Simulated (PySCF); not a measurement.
Where the electron goes

Species: C₃H₁₀N (charge +1).
Z-matrix (Å and degrees, PBE0-D3(BJ)/def2-SVP geometry), rows numbered from 1:
```
C 
C   1  1.5219
C   2  1.5152  1  114.42
N   3  1.5054  2  111.17  1   -61.35
H   1  1.1012  2  111.72  3   -56.44
H   1  1.0986  2  110.36  3  -175.65
H   1  1.1042  2  113.28  3    66.19
H   2  1.1042  1  111.03  3  -124.82
H   2  1.1014  1  109.94  3   119.12
H   3  1.0988  2  112.43  1   179.37
H   3  1.1000  2  111.91  1    57.07
H   4  1.0288  3  111.40  2   -61.82
H   4  1.0292  3  110.78  2    56.90
H   4  1.0276  3  112.46  2   177.41
```

The calculation used TDDFT wB97X-D/def2-SVPD, vertical, gas phase, core orbitals frozen in the response in PySCF 2.14.0, density-fitted response routines.

Kohn–Sham orbitals with the atoms that hold most of them (Löwdin shares over 4%, at most four atoms; ? is withheld):

```tsv
orbital	ε (eV)	atoms
HOMO-3	-18.18	C3 22%, C1 20%, C2 17%, H11 12%
HOMO-2	-16.74	C1 32%, C2 27%, C3 14%, H10 8%
HOMO-1	-16.38	?
HOMO	-16.15	C1 26%, C2 25%, H5 12%, H8 12%
LUMO	?	?
LUMO+1	-1.51	H13 20%, H10 13%, N4 12%, H14 12%
LUMO+2	-1.46	H12 30%, N4 16%, H14 15%, H8 9%
```

(1) Which atoms hold the HOMO-1, and with what shares?

(2) Give the leading atoms of the LUMO.

(3) What is the LUMO energy, and the HOMO–LUMO gap?

Results:

(1) C1 (bonded to C and 3 H) 32%; C2 (bonded to 2 C and 2 H) 18%; H6 (bonded to C) 16%; C3 (bonded to C, N and 2 H) 10%. By element: carbon 60%, hydrogen 16% or more.

(2) N4 (bonded to C and 3 H) 20%; H14 (bonded to N) 17%; H12 (bonded to N) 16%; H13 (bonded to N) 14%. By element: hydrogen 48% or more, nitrogen 20%.

(3) ε(LUMO) = -3.06 eV; the gap is 13.09 eV (0.4810 hartree).

Question: How does S1 compare with the orbital gap of 13.09 eV?

Answer: S1 is at 9.03 eV (f = 0.0021), 4.06 eV below the gap, made of HOMO→LUMO (91%). Without the coupling terms of the response equations the lowest excitation would equal the gap.

Question: One configuration dominates each of S1, S2 and S3. Which, and how do the shares of the two leading atoms of either orbital change from the occupied to the empty one?

Answer: 
- S1 (9.03 eV, f 0.0021), HOMO→LUMO (91%): C1 26% → at most 15%, C2 25% → at most 15%, N4 at most 12% → 20%, H14 at most 12% → 17%
- S2 (9.31 eV, f 0.019), HOMO-1→LUMO (89%): C1 32% → at most 15%, C2 18% → at most 15%, N4 at most 11% → 20%, H14 at most 11% → 17%
- S3 (9.51 eV, f 0.012), HOMO-2→LUMO (91%): C1 32% → at most 15%, C2 27% → at most 15%, N4 at most 8% → 20%, H14 at most 8% → 17%

Löwdin shares depend on the basis, the more so with diffuse functions.

The run took 2.1 min on an Arm Neoverse V1 with one thread, on a shared host.

One conformer stands for the species.
